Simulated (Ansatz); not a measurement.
# Rh: the cost of one run

Program: Ansatz 0.2.0. Level of theory: DFT r2SCAN, scalar-relativistic, plane waves, PAW. These are calculated values, not measurements.

1 further run of the same task is left out (set aside as unsound or not needed).

## (1) The starting structure

It takes space group Fm-3m (No. 225, cubic). Conventional cell: a = 3.800 Å, b = 3.800 Å, c = 3.800 Å, α = 90.00°, β = 90.00°, γ = 90.00°. Around Rh (site symmetry m-3m) lie 12 Rh at 2.69 Å.

Structure file:

```xyz
1
Lattice="0.0000 1.9000 1.9000 1.9000 0.0000 1.9000 1.9000 1.9000 0.0000" Properties=species:S:1:pos:R:3 pbc="T T T"
Rh    0.0000    0.0000    0.0000
```

It goes back to an entry of the Materials Project.

It is the result of an earlier relaxation at this level (volume 13.72 Å³/atom; gap on the mesh: none (metal)).

## (2) Target pressure -3 GPa

input.yaml

```yaml
crystal:
  lattice:
    - [0.0, 1.9179068283, 1.9179068283]
    - [1.9179068283, 0.0, 1.9179068283]
    - [1.9179068283, 1.9179068283, 0.0]
  atoms:
    - { symbol: Rh, position: [0.0, 0.0, 0.0] }
basis:
  ecutwfc: 500
kpoints:
  mp_grid: { grid: [18, 18, 18] }
hamiltonian:
  xc: r2scan
scf:
  occupations: { method: gaussian, width: 0.1 }
output:
  forces: true
  stress: true
  eigenvalues: true
relax:
  adjacent_minimum: "off"
  f_tol: 0.008
  max_steps: 50
  cell: { stress_tol: 0.08, p_target: -3.0 }
```

On the command line:

```
ansatz run input.yaml --threads 1 --pin off --max-ram 2560MiB --backend cpu --events-out ev --progress --plain --runs-dir out
```

What time and memory should one allow on 1 thread of Intel Xeon 6975P-C (Granite Rapids), shared host?

About 16 s, with a peak of 0.39 GiB.
